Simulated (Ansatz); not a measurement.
Structure: AgCl (NiAs type), at its r2SCAN minimum. The symmetry is P6_3/mmc (No. 194, hexagonal); a = 4.005 Å, c = 6.201 Å in the conventional setting, 21.53 Å³ an atom. Ag is surrounded by 6 Cl at 2.78 Å; Cl is surrounded by 6 Ag at 2.78 Å.

The questions ask for values computed with the PAW code Ansatz on this geometry. Values at 0 K without nuclear motion; no magnetic order is allowed, and the phase may be a hypothetical one.

(1) What gap does PBE give, and where are the band edges?

(2) What does r2SCAN give for the gap (12×12×4 mesh)?

(3) How does the gap change from PBE to HSE06 (6×6×4)?

(4) Estimate the gap with Hartree-Fock on 6×6×4.

(5) Order these levels by the gap that they give, smallest first.
A. Hartree-Fock
B. r2SCAN
C. LC-ωPBE
D. LDA
E. DDH-PBE0
F. HSE06
G. PBE
H. PBE0

(6) How do the levels compare, in gap and in cost?

## Answers

(1) With PBE the gap is 0.91 eV and direct, at Γ.

(2) With r2SCAN the gap is 1.48 eV and direct, at Γ. The gap differs by +0.57 eV from PBE's.

(3) The HSE06 gap is direct at Γ: 2.39 eV. The gap differs by +1.48 eV from PBE's.

(4) With Hartree-Fock the valence top lies at M and the conduction bottom at Γ, 10.34 eV higher; the smallest vertical gap, at Γ, is 10.35 eV. Least and direct gap differ so little that the kind isn't settled. The gap differs by +9.43 eV from PBE's.

(5) D (0.61 eV), G (0.91 eV), B (1.48 eV), F (2.39 eV), E (2.63 eV), H (3.09 eV), C (7.59 eV), A (10.34 eV).

(6) r2SCAN covers 39 % of the step from PBE to HSE06, while HSE06 needs about 17 times r2SCAN's cost (on a coarser mesh). Direct and least gap lie within 0.04 eV at some levels, so the kind of gap isn't settled.

The meshes of the hybrids are coarse, so their gaps aren't converged to the digits shown.

Set aside, since their points miss a band edge that the other levels read or their mesh is too coarse: HSE06+SOC.
